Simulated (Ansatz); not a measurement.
Zn in Ansatz: the effect of target pressure

Crystal: Zn.

```
Zn
1.0
     2.67000    0.00000    0.00000
    -1.33500    2.31229    0.00000
     0.00000    0.00000    4.96600
Zn
2
Direct
  0.66667 0.33333 0.75000
  0.33333 0.66667 0.25000
```

Alike in all runs:

| Item | Value |
| --- | --- |
| Program | Ansatz 0.2.0 |
| Task | relaxation of cell and atoms |
| Functional | PBEsol |
| Potentials or basis | Ansatz PAW |
| Cutoff | 420 eV (not typed: the program's choice for these potentials) |
| k mesh | 11 × 11 × 6 |
| Occupations | fermi-dirac, width 0.05 eV |
| Spin | no spin polarisation |

Each run relaxes the cell or the atoms first.

```tsv
target pressure	relaxed volume (Å³/atom)
0 GPa	14.03
2 GPa	13.67
5 GPa	13.31
10 GPa	12.80
20 GPa	12.04
30 GPa	?
```

**Question.** What does the run with target pressure 30 GPa give?

**Answer.** Relaxed volume 11.46 Å³/atom.

Worked out: In Murnaghan's law V^(-B') rises as a straight line in P. The other rows fit best with B' = 5.3, V0 = 14.00 Å³/atom and B0 = 87 GPa, which gives 11.50 Å³/atom at 30 GPa, against the run's 11.46.

Caveats: the plane-wave basis is chosen anew once the cell has moved, so the energies of steps on either side of that aren't comparable; the PAW data sets come from PBE, with cores solved anew for the run's functional, which leaves a small shift of forces and pressure; the volume moved by over 15 % at a fixed basis, so the end points are rough (some runs).
